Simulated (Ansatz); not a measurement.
Structure: NaI in the zincblende structure, at its r2SCAN minimum. Space group F-43m (No. 216), cubic; a = 7.086 Å in the conventional setting, 44.48 Å³ an atom. Na has 4 I at 3.07 Å; I has 4 Na at 3.07 Å.

The questions ask for values computed with the PAW code Ansatz on this geometry. The cell comes from a prototype generator: it can be a known phase or a hypothetical one. No magnetic order is allowed.

(1) What gap does PBE give, and where are the band edges?

(2) How does the gap change from PBE to PBE+SOC (6×6×6)?

(3) How does the gap change from PBE to HSE06 (4×4×4)?

(4) What does PBE0 give for the gap (4×4×4 mesh)?

(5) What does G0W0@PBE with 659 empty bands, a screening cutoff of 220 eV and a 4×4×4 mesh give?

(6) What are ε∞ and the Born charges with r2SCAN?

(7) What do these levels agree on?

Results:

(1) PBE gives a direct gap of 3.83 eV at Γ.

(2) PBE+SOC gives a direct gap of 3.51 eV at Γ. The gap differs by -0.32 eV from PBE's.

(3) With HSE06 the gap is 4.81 eV and direct, at Γ. The gap differs by +0.99 eV from PBE's.

(4) With PBE0 the gap is 5.51 eV and direct, at Γ. The gap differs by +1.69 eV from PBE's.

(5) 6.16 eV (PBE's gap over the path plus the quasiparticle shift read on the mesh). The quasiparticle gap on this mesh is 6.16 eV (direct at Γ), against 3.82 eV from PBE: +2.33 eV. Renormalisation factors Z lie between 0.79 and 0.85. The G0W0 figures hold for the stated bands, cutoff and mesh and aren't extrapolated.

(6) The electronic dielectric tensor ε∞ is 2.50 in all directions. Born charges, averaged over directions: Na +1.02, I -1.02 e.

(7) Taking G0W0@PBE (659 empty bands, 220 eV, 4×4×4), 6.16 eV, as the yardstick (a computed one, not at the basis limit), DDH-PBE0 comes nearest, +0.26 eV off. The others: PBE0 -0.64, HSE06 -1.34, r2SCAN -1.74, PBE -2.33, LDA -2.66, LC-ωPBE +3.49, Hartree-Fock +4.35 eV. The yardstick's own error is a tenth of an eV or more. r2SCAN covers 60 % of the step from PBE to HSE06. For gaps to 0.1 eV, spin-orbit coupling (up to 0.316 eV on PBE's least or direct gap) has to be included. All these functionals give a gap of the same kind, direct.

Only the levels marked +SOC include spin-orbit coupling.

The meshes of the hybrids are coarse, so their gaps aren't converged to the digits shown.
